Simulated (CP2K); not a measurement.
Crystal: ZnO (zincite).

```
Zn O
1.0
     3.24931    0.00000    0.00000
    -1.62465    2.81398    0.00000
     0.00000    0.00000    5.20571
Zn O
2 2
Direct
  0.66667 0.33333 0.00000
  0.33333 0.66667 0.50000
  0.33333 0.66667 0.87901
  0.66667 0.33333 0.37901
```

Base run:

| Item | Value |
| --- | --- |
| Program | CP2K 2026.2 |
| Functional | PBEsol |
| Potentials or basis | POTENTIAL_UZH Zn GTH-PBE-q12, O GTH-PBE-q6; TZVP-MOLOPT-PBE-GTH basis |
| Density cutoff | 8163 eV |
| k mesh | 9 × 9 × 5 |
| Occupations | fermi-dirac, width 0.1 eV |
| Spin | no spin polarisation |

Its results: pressure 0.4 GPa.

The run is repeated on the same cell with these changes: functional from PBEsol to PBE; occupations from fermi-dirac, width 0.1 eV to fermi-dirac, width 0.05 eV. What comes out?

Pressure 6.2 GPa.

Caveats: the basis of atomic orbitals isn't converged, which shifts pressures, moduli and gaps; the potentials were made for another functional, which shifts forces and pressure (some runs).
